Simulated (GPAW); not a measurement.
# AlRu (Pm-3m) in GPAW: settings compared

One crystal, AlRu, is run at these levels: vdW-DF2, RPBE; tasks: band structure.

All numbers are computed with GPAW 26.7.0; they aren't measurements. Logs are shortened: lines on timing, memory, paths and dates and some standing lists are left out, and cuts for length are marked. The log counts tension as positive stress, the text compression.

## 1. The structure

It takes space group Pm-3m (No. 221, cubic). Conventional cell: a = 2.992 Å, b = 2.992 Å, c = 2.992 Å, α = 90.00°, β = 90.00°, γ = 90.00°. Ru (site symmetry m-3m) is surrounded by 8 Al at 2.59 Å. Al (site symmetry m-3m) has 8 Ru at 2.59 Å as nearest neighbours.

## 2. Band structure, vdW-DF2

run.py

```python
from ase.dft.bandgap import bandgap
from ase.io import read, write
from gpaw import GPAW, PW

atoms = read('AlRu.xyz')

calc = GPAW(mode=PW(600),
            xc={'name': 'vdW-DF2', 'backend': 'libvdwxc'},
            kpts={'size': (9, 9, 9), 'gamma': True},
            occupations={'name': 'fermi-dirac', 'width': 0.05},
            nbands=20,
            convergence={'density': 1e-05, 'energy': 1e-05},
            maxiter=150,
            txt='gpaw.txt')
atoms.calc = calc
energy = atoms.get_potential_energy()
forces = atoms.get_forces()
calc.write('gs.gpw')
write('result.traj', atoms)
print(f'Energy: {energy:.6f} eV')
print('Forces (eV/A):')
print(forces.round(4))
print('Fermi level:', round(calc.get_fermi_level(), 4), 'eV')
print(f'Gap: {bandgap(calc)[0]:.4f} eV, direct: {bandgap(calc, direct=True)[0]:.4f} eV')

path = atoms.cell.bandpath('GXMGRX,MR', npoints=100, eps=1e-4)
bs_calc = calc.fixed_density(kpts=path, symmetry='off', nbands=30,
                             convergence={'bands': 'CBM+6.0', 'eigenstates': 1e-6}, txt='bands.txt')
bs = bs_calc.band_structure()
bs.write('bs.json')
print(f'Gap on the path: {bandgap(bs_calc)[0]:.4f} eV')
```

AlRu.xyz

```xyz
2
Lattice="2.9916000000 0.0000000000 0.0000000000 0.0000000000 2.9916000000 0.0000000000 0.0000000000 0.0000000000 2.9916000000" Properties=species:S:1:pos:R:3 pbc="T T T"
Ru     1.4958000000      1.4958000000      1.4958000000
Al     0.0000000000      0.0000000000      0.0000000000
```

Potentials or basis: GPAW PAW data sets (gpaw-data 1.2.1), pw.

Run with:

```sh
> OMP_NUM_THREADS=1 python run.py
```

gpaw.txt:

```text
__  _  _
 | _ |_)|_||  |
 |__||  | ||/\| - 26.7.0

Input parameters:
  mode=PW(ecut=600.0),
  convergence={'density': 1e-05, 'energy': 1e-05},
  kpts=MonkhorstPack(size=(9, 9, 9), gamma=True),
  maxiter=150,
  nbands=20,
  occupations=Occupations(name='fermi-dirac', width=0.05),
  xc=XC(name='vdW-DF2', backend='libvdwxc')

Diagonalizing LCAO Hamiltonian
Converting LCAO to pw mode
   .------.
  /|      |
 * |      |
 | |  Ru  |
 | .------.
 |/      /
 Al-----*

Atoms  # Å, Bohr magnetons
|   | symbol |        x |        y |        z |    initial magnetic moments |
|---|--------|----------|----------|----------|-----------------------------|
| 0 |     Ru | 1.495800 | 1.495800 | 1.495800 | ( 0.0000,  0.0000,  0.0000) |
| 1 |     Al | 0.000000 | 0.000000 | 0.000000 | ( 0.0000,  0.0000,  0.0000) |

Unit cell  # Å
| periodic |        x |        y |        z |  lengths |    angles |
|----------|----------|----------|----------|----------|-----------|
|      yes | 2.991600 | 0.000000 | 0.000000 | 2.991600 | 90.000000 |
|      yes | 0.000000 | 2.991600 | 0.000000 | 2.991600 | 90.000000 |
|      yes | 0.000000 | 0.000000 | 2.991600 | 2.991600 | 90.000000 |

Number of symmetries: 48
Symmetry operations  # r_c * U_cc + t_c -> r_c
|    | kind |            matrix            |
|----|------|------------------------------|
|  0 |  E   |  1, 0, 0,  0, 1, 0,  0, 0, 1 |
|  1 |  σ   |  1, 0, 0,  0, 1, 0,  0, 0,-1 |
|  2 |  σ   |  1, 0, 0,  0, 0, 1,  0, 1, 0 |
|  3 |  C4  |  1, 0, 0,  0, 0, 1,  0,-1, 0 |
|  4 |  C4  |  1, 0, 0,  0, 0,-1,  0, 1, 0 |
|  5 |  σ   |  1, 0, 0,  0, 0,-1,  0,-1, 0 |
|  6 |  σ   |  1, 0, 0,  0,-1, 0,  0, 0, 1 |
|  7 |  C2  |  1, 0, 0,  0,-1, 0,  0, 0,-1 |
|  8 |  σ   |  0, 1, 0,  1, 0, 0,  0, 0, 1 |
|  9 |  C2  |  0, 1, 0,  1, 0, 0,  0, 0,-1 |
| 10 |  C3  |  0, 1, 0,  0, 0, 1,  1, 0, 0 |
| 11 |  S6  |  0, 1, 0,  0, 0, 1, -1, 0, 0 |
| 12 |  S6  |  0, 1, 0,  0, 0,-1,  1, 0, 0 |
| 13 |  C3  |  0, 1, 0,  0, 0,-1, -1, 0, 0 |
| 14 |  C4  |  0, 1, 0, -1, 0, 0,  0, 0, 1 |
| 15 |  S4  |  0, 1, 0, -1, 0, 0,  0, 0,-1 |
| 16 |  C3  |  0, 0, 1,  1, 0, 0,  0, 1, 0 |
| 17 |  S6  |  0, 0, 1,  1, 0, 0,  0,-1, 0 |
| 18 |  σ   |  0, 0, 1,  0, 1, 0,  1, 0, 0 |
| 19 |  C4  |  0, 0, 1,  0, 1, 0, -1, 0, 0 |
| 20 |  C2  |  0, 0, 1,  0,-1, 0,  1, 0, 0 |
| 21 |  S4  |  0, 0, 1,  0,-1, 0, -1, 0, 0 |
| 22 |  S6  |  0, 0, 1, -1, 0, 0,  0, 1, 0 |
| 23 |  C3  |  0, 0, 1, -1, 0, 0,  0,-1, 0 |
| 24 |  S6  |  0, 0,-1,  1, 0, 0,  0, 1, 0 |
| 25 |  C3  |  0, 0,-1,  1, 0, 0,  0,-1, 0 |
| 26 |  C4  |  0, 0,-1,  0, 1, 0,  1, 0, 0 |
| 27 |  σ   |  0, 0,-1,  0, 1, 0, -1, 0, 0 |
| 28 |  S4  |  0, 0,-1,  0,-1, 0,  1, 0, 0 |
| 29 |  C2  |  0, 0,-1,  0,-1, 0, -1, 0, 0 |
| 30 |  C3  |  0, 0,-1, -1, 0, 0,  0, 1, 0 |
| 31 |  S6  |  0, 0,-1, -1, 0, 0,  0,-1, 0 |
| 32 |  C4  |  0,-1, 0,  1, 0, 0,  0, 0, 1 |
| 33 |  S4  |  0,-1, 0,  1, 0, 0,  0, 0,-1 |
| 34 |  S6  |  0,-1, 0,  0, 0, 1,  1, 0, 0 |
| 35 |  C3  |  0,-1, 0,  0, 0, 1, -1, 0, 0 |
| 36 |  C3  |  0,-1, 0,  0, 0,-1,  1, 0, 0 |
| 37 |  S6  |  0,-1, 0,  0, 0,-1, -1, 0, 0 |
| 38 |  σ   |  0,-1, 0, -1, 0, 0,  0, 0, 1 |
| 39 |  C2  |  0,-1, 0, -1, 0, 0,  0, 0,-1 |
| 40 |  σ   | -1, 0, 0,  0, 1, 0,  0, 0, 1 |
| 41 |  C2  | -1, 0, 0,  0, 1, 0,  0, 0,-1 |
| 42 |  C2  | -1, 0, 0,  0, 0, 1,  0, 1, 0 |
| 43 |  S4  | -1, 0, 0,  0, 0, 1,  0,-1, 0 |
| 44 |  S4  | -1, 0, 0,  0, 0,-1,  0, 1, 0 |
| 45 |  C2  | -1, 0, 0,  0, 0,-1,  0,-1, 0 |
| 46 |  C2  | -1, 0, 0,  0,-1, 0,  0, 0, 1 |
| 47 |  i   | -1, 0, 0,  0,-1, 0,  0, 0,-1 |

BZ-sampling:
  Number of BZ points: 729
  Number of IBZ points: 35

  Monkhorst-Pack size: [9, 9, 9]
  Monkhorst-Pack shift: [0, 0, 0]

K-points  # in reciprocal-cell coordinates
|     |                                coordinates |     weight |
|-----|--------------------------------------------|------------|
|   0 | (  0.00000000,   0.00000000,   0.00000000) | 0.00137174 |
|   1 | (  0.11111111,   0.00000000,   0.00000000) | 0.00823045 |
|   2 | (  0.11111111,   0.11111111,   0.00000000) | 0.01646091 |
|   3 | (  0.11111111,   0.11111111,   0.11111111) | 0.01097394 |
|   4 | (  0.22222222,   0.00000000,   0.00000000) | 0.00823045 |
|   5 | (  0.22222222,   0.11111111,   0.00000000) | 0.03292181 |
|   6 | (  0.22222222,   0.11111111,   0.11111111) | 0.03292181 |
|   7 | (  0.22222222,   0.22222222,   0.00000000) | 0.01646091 |
|   8 | (  0.22222222,   0.22222222,   0.11111111) | 0.03292181 |
|   9 | (  0.22222222,   0.22222222,   0.22222222) | 0.01097394 |
| ... |                                            |            |
|  34 | (  0.44444444,   0.44444444,   0.44444444) | 0.01097394 |

Plane wave coefficients: 922
Cutoff: 600.0 eV

Spin-components: 1 (collinear spins)
Bands:           20
Projectors:      11
Spin-degeneracy: 2
Datatype:        complex128

Parallelization:
  kpt:    1
  domain: 1
  band:   1

Density:
  Valence electrons: 19.0
  Components: 1
  Grid points: [18 18 18]
  Charge: 0.0  # |e|

Potential:
  Grid points: [18 18 18]

species:
  Ru:
    name:    Ruthenium
    Z:       44.0
    valence: 16
    core:    28
    charge:  0.0  # [|e|]
    compensation charges:
      type: gauss
      rc: 0.39  # [Å]
      lmax: 2
    cutoffs:
      filter: 2.16  # [Å]
      core: 1.30  # [Å]
    projectors
    | kind |    occ | energy [eV] | rcut [Å] |
    |------|--------|-------------|----------|
    |   4s |  2.000 |     -76.316 |    1.281 |
    |   5s |  1.000 |      -4.236 |    1.281 |
    |   4p |  6.000 |     -46.423 |    1.286 |
    |   5p |  0.000 |      -0.913 |    1.286 |
    |   4d |  7.000 |      -5.203 |    1.254 |
    |    d |        |      22.008 |    1.254 |

    Using partial waves for Ru as LCAO basis

  Al:
    name:    Aluminium
    Z:       13.0
    valence: 3
    core:    10
    charge:  0.0  # [|e|]
    compensation charges:
      type: gauss
      rc: 0.34  # [Å]
      lmax: 2
    cutoffs:
      filter: 1.91  # [Å]
      core: 2.36  # [Å]
    projectors
    | kind |    occ | energy [eV] | rcut [Å] |
    |------|--------|-------------|----------|
    |   3s |  2.000 |      -7.753 |    1.085 |
    |   3p |  1.000 |      -2.712 |    1.085 |
    |    s |        |      19.459 |    1.085 |
    |    p |        |      24.499 |    1.085 |
    |    d |        |       0.000 |    1.085 |

    Using partial waves for Al as LCAO basis

Reference energy: -129848.548248  # eV

eigensolver:
  PPCG
  Converge bands: occupied
  niter=2

density mixing:
  MSR1-Mixer
  Pratt-step length: 0.05
  Maximum mixing coefficient: 0.75
  Old densities: 10
  SVD Regularization: 0.005
  Good broyden scale: 1.0
  Trust region scale: 1.0
  Backstep threshold: 4.0
  History deletion threshold: 6.0
  Fourier metric: weight=20.0, sigma=0.015

occupation numbers:
  Fermi-Dirac:
    width: 0.0500  # eV

poisson solver:
  ecut: 4800.0  # eV

xc functional:
  name: vdW-DF2 with libvdwxc
  Mode: serial
  Semilocal: GGA_X_RPW86+LDA_C_PW with 2 nearest neighbor stencil
  Local blocksize: 36 x 36 x 36
  PAW datasets: PBE

convergence criteria:
- Maximum integral of absolute [dens]ity change: 1e-05 electrons / valence electron
- Maximum [total energy] change in last 3 cyles: 1e-05 eV / valence electron
- Maximum integral of absolute [eigenst]ate change: 4e-08 eV^2 / valence electron
maximum number of iterations: 150

SCF iterations
|iter     | |      energy | eigst |  dens |
|---------|-|-------------|-------|-------|
|iter:   1| | -130.072740 | +0.31 |       |
|iter:   2| | -129.830479 | -2.58 | -1.09 |
|iter:   3| | -129.317802 | -1.90 | -1.17 |
|iter:   4| | -129.298856 | -3.28 | -1.77 |
|iter:   5| | -129.294973 | -2.97 | -1.96 |
|iter:   6| | -129.295496 | -4.36 | -2.62 |
|iter:   7| | -129.295565 | -5.35 | -3.19 |
|iter:   8| | -129.295565c| -7.14 | -4.15 |
|iter:   9| | -129.295565c| -7.44c| -4.53 |
|iter:  10| | -129.295565c| -8.66c| -5.52c|

Converged in 10 steps
Energy contributions relative to reference atoms: (reference = -129848.548248)

Energy contributions:
  Kinetic:          19.099058
  Coulomb:         -17.663650
  Zero:             -0.447533
  External:          0.000000
  Xc:             -130.274777
  Entropy:          -0.017328
  Spinorbit:         0.000000
  ----------------------------
  Free energy:    -129.304229
  Extrapolated:   -129.295565

dipole moment: (-5.129306, -5.129306, -5.129306)  # |e|*Ang

Fermi level: 10.596
Eigenvalues  # (at kpt = [0.000, 0.000, 0.000])
| band index |      eig [eV] | occ [0-2] |
|------------|---------------|-----------|
|          0 |       -61.310 |     2.000 |
|          1 |       -31.245 |     2.000 |
|          2 |       -31.245 |     2.000 |
|          3 |       -31.245 |     2.000 |
|          4 |         1.092 |     2.000 |
|          5 |         7.214 |     2.000 |
|          6 |         7.214 |     2.000 |
|          7 |        10.787 |     0.043 |
|          8 |        10.787 |     0.043 |
|          9 |        10.787 |     0.043 |
|         10 |        16.765 |     0.000 |
|         11 |        16.765 |     0.000 |
|         12 |        16.765 |     0.000 |
|         13 |        21.570 |     0.000 |
|         14 |        21.570 |     0.000 |
|        ... |               |           |
|         19 |        32.310 |     0.000 |

No gap
No difference between direct/indirect transitions

Forces  # eV/Ang
|        x |        y |        z |
|----------|----------|----------|
| -0.00000 |  0.00000 | -0.00000 |  # Ru   0
| -0.00000 | -0.00000 | -0.00000 |  # Al   1

# Writing to gs.gpw (mode='')
```

Wall time 69 s (1 thread of Intel Xeon at 2.50GHz (Skylake/Cascade Lake), shared host); peak memory 0.24 GiB.

What came out:

```
Free energy             : -129.3042 eV
Band gap along the path : none (metal or under the smearing width)
```

Levels at the corners of the path, in eV from the Fermi level:
```
point  band 6  band 7  band 8  band 9  band 10  band 11  band 12  band 13
    Γ   -3.38   -3.38    0.19    0.19     0.19     6.17     6.17     6.17
    X   -5.41   -2.59   -1.54   -1.54     0.44     2.32     7.56    11.25
    M   -2.85   -1.21   -1.21   -1.11    -1.11     1.56     5.44     6.06
    Γ   -3.38   -3.38    0.19    0.19     0.19     6.17     6.17     6.17
    R   -4.51   -4.51    1.65    1.65     2.41     4.43     4.43     4.43
    X   -5.41   -2.59   -1.54   -1.54     0.44     2.32     7.56    11.25
    M   -2.85   -1.21   -1.21   -1.11    -1.11     1.56     5.44     6.06
    R   -4.51   -4.51    1.65    1.65     2.41     4.43     4.43     4.43
```

Caveat: the PAW data sets were made with another functional, which shifts forces and pressure a little.

## 3. Band structure, RPBE

Edit run.py of step 2 so:

```diff
@@ -2,2 +2,3 @@
 from ase.io import read, write
+from ase.units import GPa
 from gpaw import GPAW, PW
@@ -7,3 +8,3 @@
 calc = GPAW(mode=PW(600),
-            xc={'name': 'vdW-DF2', 'backend': 'libvdwxc'},
+            xc='RPBE',
             kpts={'size': (9, 9, 9), 'gamma': True},
@@ -17,2 +18,3 @@
 forces = atoms.get_forces()
+stress = atoms.get_stress()
 calc.write('gs.gpw')
@@ -22,2 +24,3 @@
 print(forces.round(4))
+print('Stress (GPa):', (stress / GPa).round(3))
 print('Fermi level:', round(calc.get_fermi_level(), 4), 'eV')
```

AlRu.xyz is that of step 2.

Potentials or basis: the program's PAW data sets (release 1.2.1) made for this functional, pw.

Run with:

```sh
> OMP_NUM_THREADS=1 python run.py
```

Run time: 65 s. Hardware: 1 thread of Intel Xeon at 2.50GHz (Skylake/Cascade Lake), shared host; peak memory 0.23 GiB.

The run converged. Its results:

* Free energy: -13.5164 eV
* Pressure: 6.9 GPa
* Band gap along the path: none (metal or under the smearing width)

Levels at the corners of the path, in eV from the Fermi level:
```
point  band 7  band 8  band 9  band 10  band 11  band 12
    Γ   -3.48    0.24    0.24     0.24     6.21     6.21
    X   -2.68   -1.53   -1.53     0.49     2.34     7.52
    M   -1.29   -1.29   -1.10    -1.10     1.57     5.40
    Γ   -3.48    0.24    0.24     0.24     6.21     6.21
    R   -4.54    1.66    1.66     2.75     4.24     4.24
    X   -2.68   -1.53   -1.53     0.49     2.34     7.52
    M   -1.29   -1.29   -1.10    -1.10     1.57     5.40
    R   -4.54    1.66    1.66     2.75     4.24     4.24
```
